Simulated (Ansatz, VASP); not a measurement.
Pb in VASP and in Ansatz

Contents of INCAR:

```
PREC = Accurate
ENCUT = 520
EDIFF = 1E-6
ISMEAR = -1
SIGMA = 0.05
LREAL = False
LASPH = True
NELM = 100
ALGO = Normal
ISIF = 2
LWAVE = False
LCHARG = False
GGA = PS
NBANDS = 13
```

File KPOINTS:

```
Automatic mesh
0
Gamma
  9 9 9
```

File POSCAR:

```
Pb
1.0
    0.0000000000      2.4750200000      2.4750200000
    2.4750200000      0.0000000000      2.4750200000
    2.4750200000      2.4750200000      0.0000000000
Pb
1
Direct
    0.0000000000      0.0000000000      0.0000000000
```

File input.yaml:

```yaml
crystal:
  lattice:
    - [0.0, 2.47502, 2.47502]
    - [2.47502, 0.0, 2.47502]
    - [2.47502, 2.47502, 0.0]
  atoms:
    - { symbol: Pb, position: [0.0, 0.0, 0.0] }
kpoints:
  mp_grid: { grid: [9, 9, 9] }
scf:
  occupations: { method: fermi_dirac, width: 0.05 }
hamiltonian:
  xc: pbesol
  pseudopotentials: { kind: all_electron, lapw: { basis_error: 0.001 } }
output:
  forces: true
  stress: true
  eigenvalues: true
  populations: true
```

Alike in both runs: task single point; functional PBEsol; k mesh 9 × 9 × 9; occupations fermi-dirac, width 0.05 eV; no spin polarisation.

|  | VASP | Ansatz |
| --- | --- | --- |
| version | VASP 6.6.1 | Ansatz 0.2.0 |
| potentials or method | VASP PAW PBE potentials, release 64 (Pb_d) | all-electron LAPW, scalar-relativistic |
| plane-wave cutoff (eV) | 520 | see its input |

|  | VASP | Ansatz | Ansatz less VASP |
| --- | --- | --- | --- |
| gap on the k mesh at the Fermi level (eV) | none | none | - |
| pressure (GPa) | -0.7 | -0.6 | +0.10 |

A gap of «none» marks a metal or a gap that the smearing closes. Ansatz ran all-electron here, so the differences hold the error of VASP's frozen core and of both bases.

Caveats: the PAW data sets were made with another functional, which shifts forces and pressure a little (VASP). Spin-orbit coupling is left out, which matters for the levels of Pb.
